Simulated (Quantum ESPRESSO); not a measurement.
TiC:

```
CELL_PARAMETERS angstrom
0.00000 2.16572 2.16572
2.16572 0.00000 2.16572
2.16572 2.16572 0.00000
ATOMIC_POSITIONS crystal
Ti 0.00000 0.00000 0.00000
C 0.50000 0.50000 0.50000
```

The cell is a database's computed one.

Base run:

```yaml
Program: Quantum ESPRESSO 7.5
Functional: PBEsol
Potentials_or_basis: SSSP 1.3 efficiency PBE
Cutoff: 748 eV
Density_cutoff: 5987 eV
k_mesh: 11 × 11 × 11
Occupations: fermi-dirac, width 0.05 eV
Spin: no spin polarisation
Hubbard_terms: Ti d U = 5 eV
```

Its results: band gap on the k mesh none (metal or under the smearing width); pressure 3.2 GPa.

After a change of settings the same cell gave: band gap on the k mesh none (metal or under the smearing width); pressure 1.0 GPa. Which change was it?
A. hubbard terms from Ti d U = 5 eV to Ti d U = 4 eV
B. hubbard terms from Ti d U = 5 eV to Ti d U = 1 eV
C. hubbard terms from Ti d U = 5 eV to none
D. potentials or basis from SSSP 1.3 efficiency PBE to GBRV 1.5 PBEsol; cutoff from 748 eV to 612 eV; density cutoff from 5987 eV to 4898 eV; hubbard terms from Ti d U = 5 eV to none; hubbard projectors from ortho-atomic to none

A.

Caveats: the potentials were made for another functional, which shifts forces and pressure; U without spin polarisation on a metal has little footing; the U is typed as a test and isn't derived for this compound.

Runs at the PBE level aren't shown here.
